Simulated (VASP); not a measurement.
Runs of VASP 6.6.1 on Ti. It takes space group P6_3/mmc (No. 194, hexagonal). Conventional cell: a = 2.950 Å, b = 2.950 Å, c = 4.680 Å, α = 90.00°, β = 90.00°, γ = 120.00°. Around Ti (site symmetry -6m2) lie 12 Ti at 2.89 to 2.95 Å. 

```csv
task,level,cell,cutoff (eV),gap on the mesh (eV),pressure (GPa),V0 of scaled cells (Å³/atom),relaxed volume (Å³/atom),B0 (GPa)
relaxation of cell and atoms,PBE+D3(BJ),relaxed,600,none,0.0,-,16.47,-
equation of state,r2SCAN,"P6_3/mmc, 17.36 Å³/atom",520,-,-,17.37,-,(a)
relaxation of cell and atoms,r2SCAN,relaxed,600,none,0.0,-,17.36,-
equation of state,PBE+D3(BJ),"P6_3/mmc, 16.47 Å³/atom",520,-,-,16.47,-,(b)
```

Alike in all rows: potentials or basis VASP PAW PBE potentials, release 64 (Ti_sv); no spin polarisation; k mesh 8 × 8 × 6; smearing fermi-dirac 0.05 eV.

Fill in the values left out.

(a) 117; (b) 121.

Caveats: the cell was scaled at fixed shape and fractional positions, which overstates the stiffness of a crystal with free parameters, most of all of layers and chains (some runs); the PAW data sets were made with another functional, which shifts forces and pressure a little (some runs); pairwise dispersion overbinds metals, which lowers pressure and volume (some runs).

A gap of «none» marks a metal or a gap under the smearing width.
